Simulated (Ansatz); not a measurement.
Ti: single point with PBE

Ti:

```xyz
1
Lattice="-1.6410 1.6410 1.6410 1.6410 -1.6410 1.6410 1.6410 1.6410 -1.6410" Properties=species:S:1:pos:R:3 pbc="T T T"
Ti    0.0000    0.0000    0.0000
```

This isn't the form of Ti at room conditions, which is hcp.

* Program: Ansatz 0.2.0
* Task: single point
* Functional: PBE
* Potentials or basis: all-electron LAPW, scalar-relativistic
* Cutoff: 227 eV (chosen from the basis error)
* Basis error allowed: 0.001 eV/atom
* k mesh: 11 × 11 × 11
* Occupations: gaussian, width 0.018 eV
* Spin: no spin polarisation

- Pressure: -2.9 GPa
- Band gap on the k mesh: none (metal or under the smearing width)

Levels at points of the mesh, in eV from the Fermi level:
| k point | band 4 | band 5 | band 6 | band 7 | band 8 | band 9 |
| --- | --- | --- | --- | --- | --- | --- |
| (0.00, 0.00, 0.00) | -32.39 | -5.89 | 1.00 | 1.00 | 1.00 | 2.72 |

Run time: 2.8 s on 1 thread of Arm Neoverse V1, on a shared host, peak memory 0.21 GiB.
